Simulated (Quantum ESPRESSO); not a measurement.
Crystal: Ni.

```
Ni
1.0
     0.00000    1.73757    1.73757
     1.73757    0.00000    1.73757
     1.73757    1.73757    0.00000
Ni
1
Direct
  0.00000 0.00000 0.00000
```

```yaml
Program: Quantum ESPRESSO 7.5
Task: single point
Functional: PBEsol
Potentials_or_basis: GBRV 1.5 PBEsol
Cutoff: 612 eV
Density_cutoff: 4898 eV
k_mesh: 13 × 13 × 13
Occupations: fermi-dirac, width 0.05 eV
Spin: collinear spin, ferromagnetic start
Starting_moments: "[1.0] μB"
```

On this cell: pressure -2.6 GPa; net moment 0.64 μB per cell; site moments Ni +0.67 μB; band gap on the k mesh none (metal or under the smearing width).

The same run follows on a disturbed copy (cell strained at random at fixed volume):

```xyz
1
Lattice="0.0165 1.7573 1.7682 1.7191 0.0163 1.7685 1.7145 1.7528 0.0210" Properties=species:S:1:pos:R:3 pbc="T T T"
Ni   -0.0366   -0.0460    0.0311
```

Task: What changes?

Result: The energy (extrapolated to zero smearing) moves by +3.4 meV/atom; pressure -2.5 GPa; net moment 0.63 μB per cell; site moments Ni +0.67 μB; band gap on the k mesh none (metal or under the smearing width).

Stress tensor (GPa, compression positive):
```
-0.56 -1.09 -1.86
-1.09 -3.09 -1.56
-1.86 -1.56 -3.98
```
